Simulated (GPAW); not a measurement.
ZnS:

```
Zn S
1.0
     0.00000    2.70200    2.70200
     2.70200    0.00000    2.70200
     2.70200    2.70200    0.00000
Zn S
1 1
Cartesian
  1.3510 1.3510 1.3510
  0.0000 0.0000 0.0000
```

Base run:

```yaml
Program: GPAW 26.7.0
Functional: BP86
Potentials_or_basis: PAW data sets generated in the run's folder for this functional
Cutoff: 600 eV
Basis: pw
k_mesh: 7 × 7 × 7
Occupations: fermi-dirac, width 0.05 eV
Spin: no spin polarisation
```

Its results: band gap on the k mesh 2.05 eV, direct; pressure 1.6 GPa.

Question: After a change of settings the same cell gave: band gap on the k mesh 2.09 eV, direct; pressure 4.8 GPa. Which change was it?
A. functional from BP86 to LDA; potentials or basis from PAW data sets generated in the run's folder for this functional to the program's PAW data sets (release 1.2.1) made for this functional; cutoff from 600 eV to 500 eV
B. functional from BP86 to M06-L; potentials or basis from PAW data sets generated in the run's folder for this functional to GPAW PAW data sets (gpaw-data 1.2.1)
C. functional from BP86 to RPBE; potentials or basis from PAW data sets generated in the run's folder for this functional to the program's PAW data sets (release 1.2.1) made for this functional
D. functional from BP86 to BLYP

Answer: D.

Not every run made on this cell is shown here.
